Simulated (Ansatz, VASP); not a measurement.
**SiC in VASP and in Ansatz**

INCAR

```
SYSTEM = SiC
PREC = Accurate
ENCUT = 520
EDIFF = 1E-6
ISMEAR = 0
SIGMA = 0.05
LREAL = .False.
LASPH = .True.
NELM = 80
ALGO = Normal
ISIF = 2
LWAVE = .False.
LCHARG = .True.
GGA = PE
LELF = .True.
LVHAR = .True.
NBANDS = 11
```

The input KPOINTS:

```
Automatic mesh
0
Gamma
  10 10 10
  0 0 0
```

File POSCAR:

```
SiC
1.0
    0.0000000000      2.1351174926      2.1898640950
    2.1351174926      0.0000000000      2.1898640950
    2.1351174926      2.1351174926      0.0000000000
Si C
1 1
Direct
    0.0000000000      0.0000000000      0.0000000000
    0.7500000000      0.7500000000      0.7500000000
```

Input for Ansatz:

```yaml
crystal:
  lattice:
    - [0.0, 2.1351174926, 2.189864095]
    - [2.1351174926, 0.0, 2.189864095]
    - [2.1351174926, 2.1351174926, 0.0]
  atoms:
    - { symbol: Si, position: [0.0, 0.0, 0.0] }
    - { symbol: C, position: [0.75, 0.75, 0.75] }
basis:
  ecutwfc: 420
kpoints:
  mp_grid: { grid: [10, 10, 10] }
hamiltonian:
  xc: pbe
scf:
  occupations: { method: gaussian, width: 0.05 }
output:
  forces: true
  stress: true
  eigenvalues: true
```

Change from the starting cell: strain -0.025 along x and y, +0.000 along z, atoms carried along.

Alike in both runs: task single point; functional PBE; k mesh 10 × 10 × 10; occupations gaussian, width 0.05 eV; no spin polarisation.

```csv
,VASP,Ansatz
version,VASP 6.6.1,Ansatz 0.2.0
potentials or method,"VASP PAW PBE potentials, release 64 (Si, C)","scalar-relativistic, plane waves, PAW"
plane-wave cutoff (eV),520,420
valence electrons in the cell,8,8
```

|  | VASP | Ansatz | Ansatz less VASP |
| --- | --- | --- | --- |
| gap on the k mesh at the Fermi level (eV) | 1.19 | 1.19 | +0.002 |
| least direct gap on the mesh (eV) | 4.55 | 4.55 | +0.005 |
| pressure (GPa) | 11.8 | 11.8 | +0.08 |
| largest component of the traceless stress (GPa) | 4.61 | 4.59 | -0.013 |

With one functional, cell and mesh, what is left measures potentials, basis and numerics.

A k mesh can miss the band edges.
